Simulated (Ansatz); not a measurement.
# HgTe: the cost of one run

Program: Ansatz 0.2.0. Level of theory: DFT PBE, scalar-relativistic, plane waves, PAW. These are calculated values, not measurements.

**1. The starting structure**

The structure is orthorhombic, space group Cmcm (No. 63). Conventional cell: a = 5.985 Å, b = 6.934 Å, c = 5.798 Å, α = 90.00°, β = 90.00°, γ = 90.00°. Around Hg (site symmetry m2m) lie 5 Te at 3.02 to 3.06 Å. Te (site symmetry m2m) is surrounded by 5 Hg at 3.02 to 3.06 Å.

As a file:

```
Hg Te
1.0
     2.99252   -3.46693    0.00000
     2.99252    3.46693    0.00000
     0.00000    0.00000    5.79816
Hg Te
2 2
Direct
  0.34305 0.65695 0.75000
  0.65695 0.34305 0.25000
  0.78481 0.21519 0.75000
  0.21519 0.78481 0.25000
```

Source of the structure: the Materials Project (structure only).

(A quick probe on a coarse mesh, which set the mesh and smearing, is not shown.)

**3. Relaxing cell and atoms**

The input, input.yaml:

```yaml
crystal:
  lattice:
    - [2.992518, -3.466929, 0.0]
    - [2.992518, 3.466929, 0.0]
    - [0.0, 0.0, 5.798157]
  atoms:
    - { symbol: Hg, position: [0.34305, 0.65695, 0.75] }
    - { symbol: Hg, position: [0.65695, 0.34305, 0.25] }
    - { symbol: Te, position: [0.784809, 0.215191, 0.75] }
    - { symbol: Te, position: [0.215191, 0.784809, 0.25] }
basis:
  ecutwfc: 420
kpoints:
  mp_grid: { grid: [10, 10, 8] }
hamiltonian:
  xc: pbe
scf:
  occupations: { method: gaussian, width: 0.1 }
output:
  forces: true
  stress: true
  eigenvalues: true
relax:
  adjacent_minimum: "off"
  f_tol: 0.005
  max_steps: 80
  cell: { stress_tol: 0.05 }
```

Started as:

```sh
$ ansatz run input.yaml --threads 1 --pin off --max-ram 2560MiB --backend cpu --events-out ev --progress --plain --runs-dir out
```

**Question.** How long does this run take on 1 thread of AMD EPYC 9R45 (Zen 5), shared host, and how much memory does it need?

About 93 s, with a peak of 0.86 GiB.
